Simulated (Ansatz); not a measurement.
# AlZn: one candidate of a structure search

Where does this trial cell of AlZn go when cell and atoms are let free?

Program: Ansatz 0.2.0. Level of theory: DFT PBE, scalar-relativistic, plane waves, PAW. These are calculated values, not measurements.

### 1 The system as given

Symmetry: P6_3/mmc, No. 194, hexagonal system. Conventional cell: a = 3.469 Å, b = 3.469 Å, c = 4.825 Å, α = 90.00°, β = 90.00°, γ = 120.00°. Al (site symmetry -6m2) is surrounded by 6 Zn at 2.34 Å. Zn (site symmetry -3m) is surrounded by 6 Al at 2.34 Å and 2 Zn at 2.41 Å.

As a file:

```cif
data_structure
_symmetry_space_group_name_H-M 'P6_3/mmc'
_symmetry_Int_Tables_number 194
_cell_length_a 3.4689
_cell_length_b 3.4689
_cell_length_c 4.8252
_cell_angle_alpha 90.000
_cell_angle_beta 90.000
_cell_angle_gamma 120.000
_cell_volume 50.28
loop_
_atom_site_label
_atom_site_type_symbol
_atom_site_symmetry_multiplicity
_atom_site_Wyckoff_symbol
_atom_site_fract_x
_atom_site_fract_y
_atom_site_fract_z
_atom_site_occupancy
Al1 Al 2 c 0.33333 0.66667 0.25000 1
Zn1 Zn 2 a 0.00000 0.00000 0.00000 1
```

A structure generator made this guess: species swapped into a database cell of NiAs (P6_3/mmc, No. 194), with Zn on the Ni sites and Al on the As sites. The dimensions are guesses.

### 2 Probe: one point on a coarse mesh

input.yaml

```yaml
crystal:
  lattice:
    - [3.46893539, 0.0, 0.0]
    - [-1.7344677, 3.00418617, 0.0]
    - [0.0, 0.0, 4.82518184]
  atoms:
    - { symbol: Al, position: [0.33333333, 0.66666667, 0.25] }
    - { symbol: Al, position: [0.66666667, 0.33333333, 0.75] }
    - { symbol: Zn, position: [0.0, 0.0, 0.0] }
    - { symbol: Zn, position: [0.0, 0.0, 0.5] }
basis:
  ecutwfc: 420
kpoints:
  mp_grid: { grid: [6, 6, 4] }
hamiltonian:
  xc: pbe
scf:
  occupations: { method: gaussian, width: 0.1 }
  lower_state_search: "off"
output:
  forces: true
  stress: true
  eigenvalues: true
```

Launch:

```bash
$ ansatz run input.yaml --threads 1 --pin off --max-ram 2048MiB --backend cpu --events-out ev --progress --plain --runs-dir out
```

The session goes on with these runs: rough relaxation on the coarse mesh; final relaxation.

Q: Predict the outcome of this session. Wanted: conventional cell; volume; energy over the elements; gap on the mesh.

As calculated:

| quantity | value |
| --- | --- |
| symmetry at the end (tolerance 0.05 Å) | space group P6_3/mmc (No. 194) |
| conventional cell | a = 4.073 Å, b = 4.073 Å, c = 4.916 Å, α = 90.00°, β = 90.00°, γ = 120.00° |
| volume | 17.66 Å³/atom |
| energy over the elements | +0.12 eV/atom |
| gap on the mesh | none (metal) |

The space group P6_3/mmc (No. 194) is kept, and the volume per atom grows by 40.5 % from the first guess. The formation energy is positive, so the separate elements lie lower. No finished test with a distortion of lower symmetry is shown, so the end may be a saddle point.
